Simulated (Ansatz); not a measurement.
# BaTiO3 under changes of volume

One of the cells (12.858 Å³/atom); the others are scaled copies at fixed shape and fractional positions:

```
CELL_PARAMETERS angstrom
4.00600 0.00000 0.00000
0.00000 4.00600 0.00000
0.00000 0.00000 4.00600
ATOMIC_POSITIONS crystal
Ba 0.50000 0.50000 0.50000
Ti 0.00000 0.00000 0.00000
O 0.00000 0.00000 0.50000
O 0.00000 0.50000 0.00000
O 0.50000 0.00000 0.00000
```

```yaml
Program: Ansatz 0.2.0
Functional: PBEsol
Potentials_or_basis: all-electron LAPW, scalar-relativistic
Cutoff: 388 eV (chosen from the basis error)
Basis_error_allowed: 0.001 eV/atom
k_mesh: 7 × 7 × 7
Occupations: fermi-dirac, width 0.05 eV
Spin: no spin polarisation
```

| volume (Å³/atom) | energy over the lowest point (meV/atom) | pressure (GPa) | gap on the mesh (eV) |
| --- | --- | --- | --- |
| 12.086 | 8.38 | 6.8 | 1.92 |
| 12.343 | 0.99 | 2.5 | 1.90 |
| 12.601 | 0.00 | -1.2 | 1.86 |
| 12.858 | 4.73 | -4.6 | 1.82 |
| 13.115 | 14.57 | -7.6 | 1.78 |
| 13.372 | 28.98 | -10.3 | 1.73 |
| 13.629 | ? | ? | ? |

What does the run at 13.629 Å³/atom give?

Energy over the lowest point 47.44 meV/atom; pressure -12.7 GPa; gap on the mesh 1.69 eV.

Worked out: A Birch-Murnaghan fit of order 3 (a polynomial in V^(-2/3)) to the other rows has its minimum at 12.51 Å³/atom with B0 = V·E''(V) = 180 GPa and B' = 4.4. It gives 47.48 meV/atom at 13.629 Å³/atom, against the run's 47.44, and -dE/dV = -12.7 GPa, against -12.7. A parabola through the other rows of the gap, of slope -2.96 eV per unit of ln V there, extrapolates to 1.68 eV, against the run's 1.69.

Energies are extrapolated to zero smearing.

Caveats: spin-orbit coupling is left out, which moves the levels of the heavy elements; an odd mesh through Γ misses points on the zone boundary, where band edges often lie.
